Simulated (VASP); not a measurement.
# TiC in VASP: further runs

Runs on TiC. Level: PBEsol. Tasks: work function.

Program: VASP 6.6.1. These are calculated values, not measurements. Logs are shortened: lines on timing, memory, paths and dates and some standing lists are left out, and cuts for length are marked.

## Step 1: Starting point

The cell holds a slab with vacuum, 14 atoms: a = 3.054 Å, b = 3.054 Å, c = 28.956 Å, α = 90.00°, β = 90.00°, γ = 90.00°.

## Step 2: Work function, PBEsol

Contents of INCAR:

```
ALGO     = Fast           # electronic algorithm
DIPOL    = 0.5 0.5 0.500
EDIFF    = 1E-6           # SCF threshold, eV
ENCUT    = 520            # plane-wave cutoff, eV
GGA      = PS             # functional
IDIPOL   = 3            
ISIF     = 2              # what is computed and relaxed
ISMEAR   = 1              # smearing method
KPAR     = 8            
LASPH    = T              # aspherical terms in the spheres
LCHARG   = T              # write CHGCAR
LDIPOL   = T            
LREAL    = F              # projectors in reciprocal space
LVACPOTAV= T            
LVHAR    = T            
LWAVE    = F              # write WAVECAR
NELM     = 60             # most SCF steps
PREC     = Accurate       # precision mode
SIGMA    = 0.1            # smearing width, eV
```

Contents of KPOINTS:

```
k-points
0
Gamma
  10 10 1
```

Contents of POSCAR:

```
TiC
1.0
    3.0537113450      0.0000000000      0.0000000000
    0.0000000000      3.0537113450      0.0000000000
    0.0000000000      0.0000000000     28.9558000000
Ti C
7 7
Direct
    0.5000000000      0.5000000000      0.2762831626
    0.0000000000      0.0000000000      0.3508554417
    0.5000000000      0.5000000000      0.4254277209
    0.0000000000      0.0000000000      0.5000000000
    0.5000000000      0.5000000000      0.5745722791
    0.0000000000      0.0000000000      0.6491445583
    0.5000000000      0.5000000000      0.7237168374
    0.0000000000      0.0000000000      0.2762831626
    0.5000000000      0.5000000000      0.3508554417
    1.0000000000      0.0000000000      0.4254277209
    0.5000000000      0.5000000000      0.5000000000
    0.0000000000      0.0000000000      0.5745722791
    0.5000000000      0.5000000000      0.6491445583
    0.0000000000      1.0000000000      0.7237168374
```

Potentials or basis: VASP PAW PBE potentials, release 64 (Ti_sv, C).

On the command line:

```
$ cat potpaw_PBE.64/Ti_sv/POTCAR potpaw_PBE.64/C/POTCAR > POTCAR
$ mpirun -np 8 vasp_std > vasp.out
```

OUTCAR:

```text
EDIFF = 1E-6
   ENCUT = 520
   GGA = PS
   ISIF = 2
   ISMEAR = 1
   LASPH = T
   LREAL = F
   NELM = 60
   PREC = Accurate

 ion  position               nearest neighbor table
   1  0.500  0.500  0.276-   9 2.16   8 2.16   8 2.16   8 2.16   8 2.16
   2  0.000  0.000  0.351-   8 2.16   9 2.16   9 2.16   9 2.16   9 2.16  10 2.16
   3  0.500  0.500  0.425-  11 2.16  10 2.16  10 2.16  10 2.16  10 2.16   9 2.16
   4  0.000  0.000  0.500-  10 2.16  12 2.16  11 2.16  11 2.16  11 2.16  11 2.16
   5  0.500  0.500  0.575-  11 2.16  12 2.16  12 2.16  12 2.16  12 2.16  13 2.16
   6  0.000  0.000  0.649-  14 2.16  13 2.16  13 2.16  13 2.16  13 2.16  12 2.16
   7  0.500  0.500  0.724-  13 2.16  14 2.16  14 2.16  14 2.16  14 2.16
   8  0.000  0.000  0.276-   2 2.16   1 2.16   1 2.16   1 2.16   1 2.16
   9  0.500  0.500  0.351-   1 2.16   2 2.16   2 2.16   2 2.16   2 2.16   3 2.16
  10  0.000  0.000  0.425-   4 2.16   3 2.16   3 2.16   3 2.16   3 2.16   2 2.16
  11  0.500  0.500  0.500-   3 2.16   5 2.16   4 2.16   4 2.16   4 2.16   4 2.16
  12  0.000  0.000  0.575-   4 2.16   5 2.16   5 2.16   5 2.16   5 2.16   6 2.16
  13  0.500  0.500  0.649-   7 2.16   6 2.16   6 2.16   6 2.16   6 2.16   5 2.16
  14  0.000  0.000  0.724-   6 2.16   7 2.16   7 2.16   7 2.16   7 2.16

  LATTYP: Found a simple tetragonal cell.
 ALAT       =     3.0537113450
 C/A-ratio  =     9.4821666912

  Lattice vectors:

 A1 = (   3.0537113450,   0.0000000000,   0.0000000000)
 A2 = (   0.0000000000,   3.0537113450,   0.0000000000)
 A3 = (   0.0000000000,   0.0000000000,  28.9558000000)

Analysis of symmetry for initial positions (statically):
=====================================================================
 Subroutine PRICEL returns:
 Original cell was already a primitive cell.

 Routine SETGRP: Setting up the symmetry group for a
 simple tetragonal supercell.

 Subroutine GETGRP returns: Found 16 space group operations
 (whereof 16 operations were pure point group operations)
 out of a pool of 16 trial point group operations.

The static configuration has the point symmetry D_4h.

Analysis of symmetry for dynamics (positions and initial velocities):
=====================================================================
 Subroutine PRICEL returns:
 Original cell was already a primitive cell.

 Routine SETGRP: Setting up the symmetry group for a
 simple tetragonal supercell.

 Subroutine GETGRP returns: Found 16 space group operations
 (whereof 16 operations were pure point group operations)
 out of a pool of 16 trial point group operations.

The dynamic configuration has the point symmetry D_4h.

 Subroutine INISYM returns: Found 16 space group operations
 (whereof 16 operations are pure point group operations),
 and found     1 'primitive' translations

----------------------------------------------------------------------------------------

                                     Primitive cell

  volume of cell :     270.0173

  direct lattice vectors                    reciprocal lattice vectors
     3.053711345  0.000000000  0.000000000     0.327470375  0.000000000  0.000000000
     0.000000000  3.053711345  0.000000000     0.000000000  0.327470375  0.000000000
     0.000000000  0.000000000 28.955800000     0.000000000  0.000000000  0.034535395

  length of vectors
     3.053711345  3.053711345 28.955800000     0.327470375  0.327470375  0.034535395

  position of ions in fractional coordinates (direct lattice)
     0.500000000  0.500000000  0.276283163
     0.000000000  0.000000000  0.350855442
     0.500000000  0.500000000  0.425427721
     0.000000000  0.000000000  0.500000000
     0.500000000  0.500000000  0.574572279
     0.000000000  0.000000000  0.649144558
     0.500000000  0.500000000  0.723716837
     0.000000000  0.000000000  0.276283163
     0.500000000  0.500000000  0.350855442
     0.000000000  0.000000000  0.425427721
     0.500000000  0.500000000  0.500000000
     0.000000000  0.000000000  0.574572279
     0.500000000  0.500000000  0.649144558
     0.000000000  0.000000000  0.723716837

  ion indices of the primitive-cell ions
   primitive index   ion index
                 1           1
                 2           2
                 3           3
                 4           4
                 5           5
                 6           6
                 7           7
                 8           8
                 9           9
                10          10
                11          11
                12          12
                13          13
                14          14

----------------------------------------------------------------------------------------

 KPOINTS: k-points

Automatic generation of k-mesh.
 Grid dimensions read from file:
 generate k-points for:   10   10    1

 Generating k-lattice:

  Cartesian coordinates                     Fractional coordinates (reciprocal lattice)
     0.032747038  0.000000000  0.000000000     0.100000000  0.000000000  0.000000000
     0.000000000  0.032747038  0.000000000     0.000000000  0.100000000  0.000000000
     0.000000000  0.000000000  0.034535395     0.000000000  0.000000000  1.000000000

  Length of vectors
     0.032747038  0.032747038  0.034535395

  Shift w.r.t. Gamma in fractional coordinates (k-lattice)
     0.000000000  0.000000000  0.000000000

 Subroutine IBZKPT returns following result:
 ===========================================

 Found     21 irreducible k-points:

 Following reciprocal coordinates:
            Coordinates               Weight
  0.000000  0.000000  0.000000      1.000000
  0.100000  0.000000  0.000000      4.000000
  0.200000  0.000000  0.000000      4.000000
  0.300000  0.000000  0.000000      4.000000
  0.400000  0.000000  0.000000      4.000000
  0.500000  0.000000  0.000000      2.000000
[... 13 lines left out ...]
  0.500000  0.400000  0.000000      4.000000
  0.500000  0.500000  0.000000      1.000000
   k-points           NKPTS =     21   k-points in BZ     NKDIM =     21   number of bands    NBANDS=     67
   number of dos      NEDOS =    301   number of ions     NIONS =     14
   total plane-waves  NPLWV = 124416
   dimension x,y,z NGX =    24 NGY =   24 NGZ =  216
   dimension x,y,z NGXF=    48 NGYF=   48 NGZF=  432
   ions per type =               7   7
   NGX,Y,Z   is equivalent  to a cutoff of  13.07, 13.07, 12.40 a.u.
   NGXF,Y,Z  is equivalent  to a cutoff of  26.13, 26.13, 24.80 a.u.
 SYSTEM =  unknown system
   PREC   = accura    normal or accurate (medium, high low for compatibility)
   ISTART =      0    job   : 0-new  1-cont  2-samecut
   ICHARG =      2    charge: 1-file 2-atom 10-const
   ISPIN  =      1    spin polarized calculation?
   LNONCOLLINEAR =      F non collinear calculations
   LSORBIT =      F    spin-orbit coupling
   LASPH  =      T    aspherical Exc in radial PAW
   ENCUT  =  520.0 eV  38.22 Ry    6.18 a.u.   5.68  5.68 53.84*2*pi/ulx,y,z
   NELM   =     60;   NELMIN=  2; NELMDL= -5     # of ELM steps
   EDIFF  = 0.1E-05   stopping-criterion for ELM
   LREAL  =      F    real-space projection
   EDIFFG = 0.1E-04   stopping-criterion for IOM
   NSW    =      0    number of steps for IOM
   IBRION =     -1    ionic relax: 0-MD 1-quasi-New 2-CG
   NFREE  =      0    steps in history (QN), initial steepest desc. (CG)
   ISIF   =      2    stress and relaxation
   ISYM   =      2    0-nonsym 1-usesym 2-fastsym
   POTIM  = 0.5000    time-step for ionic-motion
   TEBEG  =    0.0;   TEEND  =   0.0 temperature during run
   PSTRESS=    0.0 pullay stress
   NELECT =     112.0000    total number of electrons
   NUPDOWN=      -1.0000    fix difference up-down
   EMIN   =  10.00;   EMAX   =-10.00  energy-range for DOS
   EFERMI =   0.00;   METHOD = LEGACY
   ISMEAR =     1;   SIGMA  =   0.10  broadening in eV -4-tet -1-fermi 0-gaus
   EFERMI_NEDOS =   21; number of points for ismear=-14 and -15
   IALGO  =     68    algorithm
   IMIX   =      4    mixing-type and parameters
     AMIX     =   0.40;   BMIX     =  1.00
     AMIX_MAG =   1.60;   BMIX_MAG =  1.00
  volume/ion in A,a.u.               =      19.29       130.15
  Fermi-wavevector in a.u.,A,eV,Ry     =   1.220910  2.307185 20.281134  1.490621
  Thomas-Fermi vector in A             =   2.356111
   LORBIT       =      0    0 simple, 1 ext, 2 COOP (PROOUT), +10 PAW based schemes
   GGA     = PS    functional components
   LHFCALC =     F    Hartree Fock is set to
   AEXX    =    0.0000 exact exchange contribution
   IVDW    =     0    specifies the selected vdW correction
   LEPSILON=     F    determine dielectric tensor
   LRPA    =     F    only Hartree local field effects (RPA)
 non-spin polarized calculation
 RMM-DIIS sequential band-by-band and
 Methfessel and Paxton  Order N= 1 SIGMA  =   0.10
  energy-cutoff  :      520.00
  volume of cell :      270.02
 maximum number of plane-waves:      7332
 NGX is ok and might be reduce to    24
   NGX = 11   NGY = 11   NGZ =107

 dipolmoment           0.000000      0.000000      0.000000 electrons x Angstroem

 number of electron     112.0000035 magnetization

 dipolmoment           0.000000      0.000000     -0.000000 electrons x Angstroem

 Free energy of the ion-electron system (eV)
  ---------------------------------------------------
  ext. energy  EPLUGINS =         0.00000000
  ---------------------------------------------------
  free energy    TOTEN  =      -136.19251200 eV

  energy without entropy =     -136.19093107  energy(sigma->0) =     -136.19198503

 E-fermi :   2.8888     XC(G=0):  -7.3645

 val. band max:        2.8874691508   @ k =   0.0000   0.0000   0.0000
 cond. band min:       2.9585928324   @ k =   0.4000   0.3000   0.0000
 fundamental gap:      0.0711236816
 Fermi energy:         2.8887992223

 k-point     1 :       0.0000    0.0000    0.0000
  band No.  band energies     occupation
      1     -53.4123      2.00000
      2     -53.4122      2.00000
      3     -53.3691      2.00000
      4     -53.3425      2.00000
      5     -53.3121      2.00000
      6     -53.2867      2.00000
[... 59 lines left out ...]
     66       4.6451     -0.00000
     67       4.7888     -0.00000

 k-point     2 :       0.1000    0.0000    0.0000
  band No.  band energies     occupation
      1     -53.4092      2.00000
      2     -53.4091      2.00000
      3     -53.3646      2.00000
      4     -53.3392      2.00000
      5     -53.3101      2.00000
      6     -53.2857      2.00000
[... 59 lines left out ...]
     66       4.7427     -0.00000
     67       5.0017      0.00000

 k-point     3 :       0.2000    0.0000    0.0000
  band No.  band energies     occupation
      1     -53.4012      2.00000
      2     -53.4011      2.00000
      3     -53.3524      2.00000
      4     -53.3302      2.00000
      5     -53.3049      2.00000
      6     -53.2834      2.00000
[... 1249 lines left out ...]
     66       5.9119      0.00000
     67       5.9945      0.00000

 k-point    21 :       0.5000    0.5000    0.0000
  band No.  band energies     occupation
      1     -53.3551      2.00000
      2     -53.3551      2.00000
      3     -53.2767      2.00000
      4     -53.2752      2.00000
      5     -53.2751      2.00000
      6     -53.2570      2.00000
[... 59 lines left out ...]
     66       6.0308      0.00000
     67       6.0330      0.00000

------------------------ aborting loop because EDIFF is reached ----------------------------------------

  FORCE on cell =-STRESS in cart. coord.  units (eV):
  Direction    XX          YY          ZZ          XY          YZ          ZX
  --------------------------------------------------------------------------------------
  -------------------------------------------------------------------------------------
  Total       -8.4162594     -8.4162594     -5.5389321      0.0000000      0.0000000      0.0000000
  in kB      -49.9388068    -49.9388068    -32.8658668      0.0000000      0.0000000      0.0000000
  external PRESSURE =     -44.2478268 kB  Pullay stress =       0.0000000 kB

 VOLUME and BASIS-vectors are now :
 -----------------------------------------------------------------------------
  energy-cutoff  :      520.00
  volume of cell :      270.02
      direct lattice vectors                 reciprocal lattice vectors
     3.053711345  0.000000000  0.000000000     0.327470375  0.000000000  0.000000000
     0.000000000  3.053711345  0.000000000     0.000000000  0.327470375  0.000000000
     0.000000000  0.000000000 28.955800000     0.000000000  0.000000000  0.034535395

 POSITION                                       TOTAL-FORCE (eV/Angst)
 -----------------------------------------------------------------------------------
      1.52686      1.52686      8.00000         0.000000     -0.000000      1.599586
      0.00000      0.00000     10.15930        -0.000000      0.000000      0.301482
      1.52686      1.52686     12.31860         0.000000      0.000000      0.098432
      0.00000      0.00000     14.47790         0.000000      0.000000     -0.000000
      1.52686      1.52686     16.63720        -0.000000      0.000000     -0.098432
      0.00000      0.00000     18.79650         0.000000      0.000000     -0.301482
      1.52686      1.52686     20.95580        -0.000000     -0.000000     -1.599586
      0.00000      0.00000      8.00000         0.000000      0.000000     -0.894166
      1.52686      1.52686     10.15930         0.000000     -0.000000     -0.688832
      0.00000      0.00000     12.31860        -0.000000      0.000000     -0.182419
      1.52686      1.52686     14.47790         0.000000      0.000000     -0.000000
      0.00000      0.00000     16.63720         0.000000      0.000000      0.182419
      1.52686      1.52686     18.79650        -0.000000     -0.000000      0.688832
      0.00000      0.00000     20.95580         0.000000      0.000000      0.894166
 -----------------------------------------------------------------------------------
    total drift:                                0.000000     -0.000000     -0.000000

  FREE ENERGIE OF THE ION-ELECTRON SYSTEM (eV)
  ---------------------------------------------------
  free  energy   TOTEN  =      -136.1925120005 eV

  energy  without entropy=     -136.1909310745  energy(sigma->0) =     -136.19198503

 vacuum level on the upper side and lower side of the slab         7.101         7.101
```

It took 7.9 min on 8 MPI ranks of Intel Xeon Platinum 8375C at 2.90GHz (Ice Lake), shared host; peak memory 0.52 GiB.

Results:

* Free energy: -136.1925 eV
* Largest force: 1.600 eV/Å
* Band gap on the k mesh: none (metal or under the smearing width)
* Work function of the upper face: 4.21 eV
* Work function of the lower face: 4.21 eV

Forces in eV/Å, atoms in the order of the input:
```
Ti   0.000  0.000  1.600
Ti   0.000  0.000  0.301
Ti   0.000  0.000  0.098
Ti   0.000  0.000  0.000
Ti   0.000  0.000 -0.098
Ti   0.000  0.000 -0.301
Ti   0.000  0.000 -1.600
C    0.000  0.000 -0.894
C    0.000  0.000 -0.689
C    0.000  0.000 -0.182
C    0.000  0.000  0.000
C    0.000  0.000  0.182
C    0.000  0.000  0.689
C    0.000  0.000  0.894
```

Levels at points of the mesh, in eV from the Fermi level:
```csv
k point,band 52,band 53,band 54,band 55,band 56,band 57,band 58,band 59,band 60,band 61
"(0.00, 0.00, 0.00)",-0.05,-0.05,-0.02,0.00,0.17,0.17,0.38,0.48,0.48,0.63
"(0.50, 0.00, 0.00)",-2.56,-2.27,-2.26,-2.24,-2.23,2.25,2.29,2.29,2.34,2.41
"(0.50, 0.50, 0.00)",-0.60,-0.57,-0.57,-0.41,-0.41,-0.06,0.38,0.74,0.74,1.68
```

Caveat: the PAW data sets were made with another functional, which shifts forces and pressure a little.

[end of part 1 of 2]
